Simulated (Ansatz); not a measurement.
**Si (Fd-3m), random displacements**

Method: Ansatz, DFT PBE, scalar-relativistic, plane waves, PAW. Settings: plane waves to 420 eV, k-mesh 6×6×6 (Γ-centred), Gaussian smearing 0.05 eV. No spin polarisation. Energies are free energies at this smearing, counted from the undisturbed cell; pressure is positive in compression.

Reference structure (relaxed at this level):

```
Si
1.0
     5.46976    0.00000    0.00000
     0.00000   -5.46976    0.00000
     0.00000    0.00000   -5.46976
Si
8
Direct
  0.50000 0.00000 0.00000
  0.00000 0.50000 0.00000
  0.00000 0.00000 0.50000
  0.50000 0.50000 0.50000
  0.75000 0.75000 0.75000
  0.25000 0.25000 0.75000
  0.25000 0.75000 0.25000
  0.75000 0.25000 0.25000
```

The atoms are displaced (Å, in the unstrained cell):

```tsv
atom	ux	uy	uz
Si1	0.009	0.023	-0.025
Si2	0.082	-0.047	-0.029
Si3	-0.062	0.006	0.033
Si4	0.075	-0.004	0.005
Si5	-0.011	0.015	-0.081
Si6	-0.036	-0.044	-0.036
Si7	-0.007	0.130	0.192
Si8	-0.049	-0.078	-0.059
```

Strain (Voigt, engineering shear): (-0.0486, -0.0415, -0.0798, -0.0263, -0.0675, 0.0305).

(1) What are the energy change, the stress and the forces?

## Answers

(1) ΔE = 429.8 meV/atom; stress (xx, yy, zz, yz, xz, xy; compression positive) (26.16, 25.06, 26.78, 10.09, 8.89, -4.87) GPa.
| atom | Fx (eV/Å) | Fy | Fz |
| --- | --- | --- | --- |
| Si1 | -0.61 | -2.73 | 0.38 |
| Si2 | -4.78 | 1.77 | 2.40 |
| Si3 | 0.97 | -0.36 | 0.61 |
| Si4 | -2.97 | -2.54 | -1.17 |
| Si5 | 1.28 | 0.88 | 0.48 |
| Si6 | 1.20 | 2.60 | 1.17 |
| Si7 | 2.70 | -2.68 | -5.48 |
| Si8 | 2.22 | 3.07 | 1.62 |

Cost: 1 run of about 0.84 core-minutes, on Intel Xeon Processor @ 2.70GHz (shared hosts).